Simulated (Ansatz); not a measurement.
# Y (element-swapped structure): how the settings move a relaxation

How sensitive is a relaxation of Y (element-swapped structure) to its settings? A reference run comes first, then three runs with altered input.

This is Y in the bcc structure; at room conditions it is hcp.

Program: Ansatz 0.2.0. Level of theory: reference: DFT r2SCAN, plane waves, PAW, scalar-relativistic, no spin polarisation. These are calculated values, not measurements.

1 further run of the same task is left out (set aside as unsound or not needed).

**1. The starting structure**

Symmetry: Im-3m, No. 229, cubic system. Conventional cell: a = 3.772 Å, b = 3.772 Å, c = 3.772 Å, α = 90.00°, β = 90.00°, γ = 90.00°. Y (site symmetry m-3m) has 8 Y at 3.27 Å as nearest neighbours.

Coordinates:

```
Y
1.0
    -1.88602    1.88602    1.88602
     1.88602   -1.88602    1.88602
     1.88602    1.88602   -1.88602
Y
1
Direct
  0.00000 0.00000 0.00000
```

**2. The reference run**

input.yaml

```yaml
crystal:
  lattice:
    - [-1.886018, 1.886018, 1.886018]
    - [1.886018, -1.886018, 1.886018]
    - [1.886018, 1.886018, -1.886018]
  atoms:
    - { symbol: "Y", position: [0.0, 0.0, 0.0] }
  symmetry: { tolerance: 0.0003 }
kpoints:
  mp_grid: { grid: [7, 7, 7], shift: [0, 0, 0] }
magnetization:
  spin_polarized: false
scf:
  occupations: { method: fermi_dirac }
hamiltonian:
  pseudopotentials: { kind: paw }
  xc: r2scan
basis:
  ecutwfc: 500
output:
  forces: true
  stress: true
  eigenvalues: true
relax:
  max_steps: 40
  cell: {}
```

Command:

```bash
$ ansatz run input.yaml --threads 1 --pin off --max-ram 2560MiB --backend cpu --events-out ev --progress --plain --runs-dir out
```

**3. Changed: occupations.method tetrahedron_uncorrected, chi_scale 0.1, xc rpbe**

Edit input.yaml of step 2 so:

```diff
@@ -13,6 +13,7 @@
 scf:
-  occupations: { method: fermi_dirac }
+  occupations: { method: tetrahedron_uncorrected }
+  initial_density: { chi_scale: 0.1 }
 hamiltonian:
   pseudopotentials: { kind: paw }
-  xc: r2scan
+  xc: rpbe
 basis:
@@ -23,2 +24,6 @@
   eigenvalues: true
+  write_density: true
+  write_potential: true
+  elf: true
+  volumetric_format: npy
 relax:
```

**4. Changing settings: occupations.method cold, occupations.width 0.2**

Edit input.yaml of step 2 so:

```diff
@@ -13,3 +13,3 @@
 scf:
-  occupations: { method: fermi_dirac }
+  occupations: { method: cold, width: 0.2 }
 hamiltonian:
```

**5. A run with other settings**

Edit input.yaml of step 2 so:

```diff
@@ -14,2 +14,3 @@
   occupations: { method: fermi_dirac }
+  max_iter: 75
 hamiltonian:
@@ -26 +27,2 @@
   cell: {}
+  max_displacement: 5.0
```

(Steps that only read results are left out.)

Before running it: what results should come out? Wanted: for each run, ending; energy change; pressure; gap; force.

**Answer**, as computed:

```
                                                                  run     ending        energy change  pressure (GPa)  gap (eV)  force (eV/Å)  cycles   time
                                                            reference  converged                    0             0.0      0.00          0.00      35  7.7 s
1: occupations.method tetrahedron_uncorrected, chi_scale 0.1, xc rpbe  converged       not comparable             0.0      0.00          0.00      28  2.5 s
                    2: occupations.method cold, occupations.width 0.2  converged  +0.6 meV/atom (σ→0)             0.0      0.00          0.00      34  7.4 s
                                              3: max_displacement 5.0  converged         0.0 meV/atom             0.0      0.00          0.00      35  7.6 s
```

Times don't compare one to one where runs were asked for different outputs or read a saved state (see the inputs); cycles may leave out searches for a lower state.

**Reading.** No change moves the result by more than the table shows.

Caveats on the reference run: it is run without spin, though an odd electron count or open d shells could carry moments; its mesh is coarse for a cell with so small a gap or none.
